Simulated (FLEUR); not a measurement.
Sb: equation of state with LDA

The system is Sb.

```
Sb
1.0
    -1.57654    1.57654    2.71194
     1.57654   -1.57654    2.71194
     1.57654    1.57654   -2.71194
Sb
1
Direct
  0.00000 0.00000 0.00000
```

This isn't the form of Sb at room conditions, which is rhombohedral.

```
Program             : FLEUR MaX-R8.1 (later development tree)
Task                : equation of state
Functional          : LDA
Potentials or basis : all-electron
Basis               : FLAPW
Kmax                : 4.1 1/bohr
k mesh              : 12 × 12 × 12
Occupations         : fermi-dirac, width 0.05 eV
Spin                : no spin polarisation
```

* Equilibrium volume: 25.96 Å³/atom
* Bulk modulus at fixed shape and positions: 71 GPa
* Pressure derivative of the bulk modulus: 4.6 (rough: it moves with the points fitted)

Energy against volume, from the lowest point:
```
volume (Å³/atom)  energy (meV/atom)
          25.344               3.35
          25.883               0.00
          26.962               7.88
          28.040              31.80
          28.580              48.70
```

Caveat: the cell was scaled at fixed shape and fractional positions, which overstates the stiffness of a crystal with free parameters, most of all of layers and chains. Spin-orbit coupling is left out, which matters for the levels of Sb.
